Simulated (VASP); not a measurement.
The system is BeSe.

```
CELL_PARAMETERS angstrom
0.00000 2.58854 2.58854
2.58854 0.00000 2.58854
2.58854 2.58854 0.00000
ATOMIC_POSITIONS crystal
Be 0.00000 0.00000 0.00000
Se 0.25000 0.25000 0.25000
```

The cell comes from a database or a generator and needn't be the stable form of this composition.

Base run:

| Item | Value |
| --- | --- |
| Program | VASP 6.6.1 |
| Functional | LDA |
| Potentials or basis | VASP PAW LDA potentials, release 64 (Be, Se) |
| Cutoff | 520 eV |
| k mesh | 14 × 14 × 14 |
| Occupations | fermi-dirac, width 0.05 eV |
| Spin | no spin polarisation |

Its results: band gap on the k mesh 2.51 eV, indirect (least direct gap 4.05 eV); pressure -4.0 GPa.

**Question.** The run is repeated on the same cell with these changes: functional from LDA to r2SCAN; potentials or basis from VASP PAW LDA potentials, release 64 (Be, Se) to VASP PAW PBE potentials, release 64 (Be, Se). What comes out?

**Answer.** Band gap on the k mesh 3.14 eV, indirect (least direct gap 4.97 eV); pressure -0.4 GPa.

Caveats: the PAW data sets were made with another functional, which shifts forces and pressure a little (some runs).

A k mesh can miss the band edges.
